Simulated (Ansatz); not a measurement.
TePb, space group Fm-3m, a frozen displacement of one atom

Computed with Ansatz 0.2.0, Python API.

`tepb.xyz`
```text
2
Lattice="0.0 3.231 3.231 3.231 0.0 3.231 3.231 3.231 0.0" Properties=species:S:1:pos:R:3 pbc="T T T"
Te    3.23100000    3.23100000    3.23100000
Pb    0.00000000    0.00000000    0.00000000
```

`tepb.py`
```python
import ansatz as az
import numpy as np

structure = az.Crystal.from_extxyz('tepb.xyz')

inverse = np.linalg.inv(np.array(structure.lattice.vectors))
home = np.array(structure.sites[0].position)
values = np.linspace(-0.1, 0.1, 5)
energies, pulls = [], []
for shift in values:
    moved = structure.move(0, to=home + shift * inverse[1])
    base = (
        moved.calculation()
        .functional('PBEsol')
        .basis(18 * az.Ha)
        .kpoints(6, 6, 6)
        .occupations('fixed')
        .forces()
    )
    report = base.run(threads=1).report
    energies.append(report['free_energy_ev'])
    pulls.append(report['forces_ev_ang'][0][1])

print('shift (A)   dE (eV)   force along y (eV/A)')
for shift, e, f in zip(values, energies, pulls):
    print(f'{shift:8.3f} {e - energies[2]:10.5f} {f:12.4f}')
print(f'stiffness from energies {2 * np.polyfit(values, energies, 2)[0]:.3f}, from forces {-np.polyfit(values, pulls, 1)[0]:.3f} eV/A^2')
```

```console
$ python tepb.py
shift (A)   dE (eV)   force along y (eV/A)
  -0.100    0.00166       0.0423
  -0.050    0.00033       0.0144
   0.000    0.00000       0.0000
   0.050    0.00033      -0.0144
   0.100    0.00166      -0.0423
stiffness from energies 0.343, from forces 0.396 eV/A^2
```

Caveats:
- Spin-orbit coupling, which matters for elements this heavy, is left out.
- The starting cell is as deposited in a crystallographic database; the results hold for this polymorph, which needn't be the stable one.
- All periodic images of the atom move with it, so the curvature is one diagonal element of the zone-centre force constants and no normal mode; a positive value doesn't exclude soft modes in which several atoms move.
- Timing: 19 s on 1 thread of Arm Neoverse V1 (shared host), peak memory 0.45 GiB.
